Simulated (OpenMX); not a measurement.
Runs of OpenMX 3.8.5 on CuAu. It takes space group R-3m (No. 166, trigonal). The conventional cell has a = 2.886 Å, b = 2.886 Å, c = 12.769 Å, α = 90.00°, β = 90.00°, γ = 120.00°. Au (site symmetry -3m) is surrounded by 6 Cu at 2.70 Å and 6 Au at 2.89 Å. Cu (site symmetry -3m) is surrounded by 6 Au at 2.70 Å and 6 Cu at 2.89 Å. The cell comes from a database or a generator and needn't be the stable form of this composition.

```tsv
level	gap on the mesh (eV)	pressure (GPa)
PBE	none	5.4
PBE+D4	none	(a)
PBE+D3	none	-1.5
PBE+D3(BJ)	none	-0.8
```

Alike in all rows: task single point; potentials or basis OpenMX 2013 PBE set, Au7.0-s3p2d2f1, Cu6.0H-s3p2d2, grid cutoff 500 Ry; no spin polarisation; cell as given; k mesh 9 × 9 × 9; smearing fermi-dirac 0.05 eV.

Fill in the values left out.

(a) 0.2.

Caveats: the basis of atomic orbitals isn't converged, which shifts pressures, moduli and gaps; pairwise dispersion overbinds metals, which lowers pressure and volume (some runs).

A k mesh can miss the band edges, and the runs leave out spin-orbit coupling on Au.

A gap of «none» marks a metal or a gap under the smearing width.
